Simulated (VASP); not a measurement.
Ir:

```
Ir
1.0
     2.75138    0.00000    0.00000
    -1.37569    2.38276    0.00000
     0.00000    0.00000    4.46229
Ir
2
Cartesian
  0.0000 1.5885 1.1156
  1.3757 0.7943 3.3467
```

This isn't the form of Ir at room conditions, which is fcc.

Program: VASP 6.6.1. Alike in all runs: task band structure; no spin polarisation; cell as given; k mesh 11 × 11 × 6; cutoff (eV) 520; smearing fermi-dirac 0.05 eV. Hardware: 1 thread of Intel(R) Xeon(R) Platinum 8488C (Sapphire Rapids), on a shared host.

**Question.** Order these runs on this cell by their wall time, lowest first.
A. level r2SCAN; potentials or basis VASP PAW PBE potentials, release 64 (Ir)
B. level TB-mBJ; potentials or basis VASP PAW PBE potentials, release 64 (Ir)
C. level LDA; potentials or basis VASP PAW LDA potentials, release 64 (Ir)

**Answer.** C (24 s), B (49 s), A (120 s).

Runs at the PBE level aren't shown here.
